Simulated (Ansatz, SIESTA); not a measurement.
Given: the input of a run of Ansatz 0.2.0 on SnO. Atoms were shifted at random by some hundredths of an Å from the given cell, which wasn't relaxed again for these runs. The cell is a database's computed one, not the measured one.

The input input.yaml:

```yaml
crystal:
  lattice:
    - [3.81369522, 0.0, 0.0]
    - [0.0, 3.81369522, 0.0]
    - [0.0, 0.0, 4.8869133]
  atoms:
    - { symbol: Sn, position: [0.509185, -0.004328, 0.769766] }
    - { symbol: Sn, position: [0.003193, 0.500751, 0.224902] }
    - { symbol: O, position: [0.006846, 0.003447, -0.001905] }
    - { symbol: O, position: [0.493564, 0.495629, -0.001614] }
kpoints:
  mp_grid: { grid: [7, 7, 6] }
scf:
  occupations: { method: fermi_dirac, width: 0.05 }
hamiltonian:
  xc: pbesol
  pseudopotentials: { kind: all_electron, lapw: { basis_error: 0.001 } }
output:
  forces: true
  stress: true
  eigenvalues: true
  populations: true
```

Potentials or basis: all-electron LAPW, scalar-relativistic.

Run with:

```sh
$ ansatz run input.yaml --threads 2 --pin off --max-ram 8192MiB --backend cpu --events-out ev --progress --plain --runs-dir out
```

Question: What does the same run look like in SIESTA 5.4.2? Potentials or basis there: files PseudoDojo sr-pbesol-0.4.1-standard, DZP (energy shift 0.003 Ry; two zetas on semicore shells).

Answer: As run (cutoffs and basis follow the program's own potentials, and thresholds, step limits or extra output files can differ):

SnO.fdf

```
SystemName                      SnO
SystemLabel                     SnO
NumberOfSpecies                 2
NumberOfAtoms                   4
%block ChemicalSpeciesLabel
  1  50 Sn
  2   8 O
%endblock ChemicalSpeciesLabel

LatticeConstant                 1.0 Ang
%block LatticeVectors
     3.8136952200     0.0000000000     0.0000000000
     0.0000000000     3.8136952200     0.0000000000
     0.0000000000     0.0000000000     4.8869133000
%endblock LatticeVectors
AtomicCoordinatesFormat         Fractional
%block AtomicCoordinatesAndAtomicSpecies
     0.5091850000    -0.0043280000     0.7697660000  1  Sn
     0.0031930000     0.5007510000     0.2249020000  1  Sn
     0.0068460000     0.0034470000    -0.0019050000  2  O
     0.4935640000     0.4956290000    -0.0016140000  2  O
%endblock AtomicCoordinatesAndAtomicSpecies

%block kgrid.MonkhorstPack
    7   0   0  0.0
    0   7   0  0.0
    0   0   6  0.0
%endblock kgrid.MonkhorstPack
XC.Functional                   GGA
XC.Authors                      PBEsol
PAO.BasisSize                   DZP
PAO.EnergyShift                 0.003 Ry
Mesh.Cutoff                     800 Ry
OccupationFunction              FD
ElectronicTemperature           0.05 eV
MaxSCFIterations                120
SCF.MustConverge                false
SCF.Mixer.Method                Pulay
SCF.Mixer.Weight                0.25
SCF.Mixer.History               8
SCF.DM.Tolerance                5.0e-05
SCF.H.Tolerance                 1.0e-03 eV
WriteForces                     true
Charge.Mulliken                 end
%block PAO.Basis
  Sn 4
  n=5 0 2
    6.406 0.000
  n=5 1 2
    8.599 0.000
  n=4 2 2
    3.767 0.000
  n=5 2 1
    8.599
%endblock PAO.Basis
```

Potentials or basis: PseudoDojo 0.4 standard (PBEsol files), converted to PSML, two zetas on semicore shells, DZP (energy shift 0.003 Ry; two zetas on semicore shells).

Launch:

```console
$ siesta < SnO.fdf > SnO.out 2>&1
```

Both were run:

|  | Ansatz | SIESTA |
| --- | --- | --- |
| Pressure | 1.9 GPa | 5.3 GPa |

Where Ansatz's input types no cutoff or centring, it takes its own default and a Γ-centred mesh.

The two runs disagree by more than potentials and bases usually give (in gap, levels, pressure or energy); the cause wasn't traced.

Pressure is positive in compression.
